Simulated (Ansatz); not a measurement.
The system is AlPt.

```
CELL_PARAMETERS angstrom
4.87893 0.00000 0.00000
0.00000 4.87893 0.00000
0.00000 0.00000 4.87893
ATOMIC_POSITIONS crystal
Pt 0.84494 0.65506 0.34494
Pt 0.65506 0.34494 0.84494
Pt 0.34494 0.84494 0.65506
Pt 0.15506 0.15506 0.15506
Al 0.15597 0.34403 0.65597
Al 0.34403 0.65597 0.15597
Al 0.65597 0.15597 0.34403
Al 0.84403 0.84403 0.84403
```

The cell is a database's computed one.

Base run:

```yaml
Program: Ansatz 0.2.0
Functional: PBEsol
Potentials_or_basis: Ansatz PAW
Cutoff: 420 eV
Density_cutoff: 1680 eV
k_mesh: 5 × 5 × 5
Occupations: fermi-dirac, width 0.05 eV
Spin: no spin polarisation
Hubbard_terms: Pt d U = 4 eV
```

Its results: band gap on the k mesh none (metal or under the smearing width); pressure -0.8 GPa; largest force 0.023 eV/Å.

Problem. After a change of settings the same cell gave: band gap on the k mesh none (metal or under the smearing width); pressure -0.3 GPa; largest force 0.017 eV/Å. Which change was it?
A. k mesh from 5 × 5 × 5 to 6 × 6 × 6; hubbard terms from Pt d U = 4 eV to none; hubbard projectors from ortho-atomic (the default) to none
B. hubbard terms from Pt d U = 4 eV to none; hubbard projectors from ortho-atomic (the default) to none
C. hubbard terms from Pt d U = 4 eV to Pt d U = 6 eV
D. hubbard terms from Pt d U = 4 eV to Pt d U = 2 eV

Solution. C.

Caveats: U without spin polarisation on a metal has little footing; the PAW data sets come from PBE, with cores solved anew for the run's functional, which leaves a small shift of forces and pressure; the U is typed as a test and isn't derived for this compound.

Not every run made on this cell is shown here.
